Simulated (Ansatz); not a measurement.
Predict the output of the script below (the Python package of Ansatz (0.2.0)).

The script, `dscf_mgo.py`:
```python
# -*- coding: utf-8 -*-
'''Promote one electron across the gap of MgO.'''

import ansatz as az


def main():
    lattice = az.Lattice.of(
        (3.486378, 0.0, 0.0),
        (-1.743189, 3.019292, 0.0),
        (0.0, 0.0, 4.178041),
    )
    sites = [
        ('Mg', (2 / 3, 1 / 3, 0.75)),
        ('Mg', (1 / 3, 2 / 3, 0.25)),
        ('O', (2 / 3, 1 / 3, 0.25)),
        ('O', (1 / 3, 2 / 3, 0.75)),
    ]
    structure = az.Crystal(lattice=lattice)
    for symbol, position in sites:
        structure = structure.atom(symbol, position)

    ground = structure.calculation()
    ground = ground.functional(az.Functional.PBESOL)
    ground = ground.mixing('anderson')
    ground = ground.accuracy('medium')
    ground = ground.kpoints(2, 2, 2).occupations('fermi_dirac', width=0.01)
    ground = ground.scf(extra_bands=4).band_table()
    excited = ground.excitation(hole_k=0, hole_band='v1', hole_track='overlap', particle_k=0, particle_band='c1', particle_track='overlap')
    low, high = ground.run(threads=1, pin='off').report, excited.run(threads=1, pin='off').report
    share = low['kweights'][0]
    top = round(low['n_electrons'] / 2)
    print('Kohn-Sham gap at the first k-point:', round(low['eigenvalues_ev'][0][top] - low['eigenvalues_ev'][0][top - 1], 3), 'eV')
    print('energy difference per cell:', round(high['lagrangian_ev'] - low['lagrangian_ev'], 4), 'eV; weight of the point', round(share, 4))
    print('per electron moved:', round((high['lagrangian_ev'] - low['lagrangian_ev']) / share, 3), 'eV')


if __name__ == '__main__':
    main()
```

Running `python dscf_mgo.py` prints:
```text
DeckWarning: basis.ecutwfc = 420 eV, auto-derived from the records' recommended cutoffs: set by Mg (normal level)
DeckWarning: ΔSCF: scf.occupations.excite at one k-point of several moves 0.1250 of an electron a cell, so the energy, the forces and a relaxation hold that part of the excitation. That is right for [...]
Kohn-Sham gap at the first k-point: 3.29 eV
energy difference per cell: 0.4192 eV; weight of the point 0.125
per electron moved: 3.354 eV
```
(Warnings from the package without file and line, shortened.)

Notes:
- The settings weren't tested for convergence.
- Semilocal gaps usually lie well under measured ones.
- Energy and stress may still move on a finer k-point mesh.
- The structure comes from a database of computed cells and needn't be a stable or known phase.
- Gaps and levels are Kohn-Sham values on a finite set of k-points.
- One k-point of a small cell stands for a dense array of excitations, so this isn't the optical gap of the solid.
- Timing: 1.8 s on 1 thread of Arm Neoverse V1 (shared host), peak memory 0.32 GiB.

(A comment or docstring line of the script was reworded after the run, the code is as it ran; lines on the test bed's own set-up are left out of the output.)
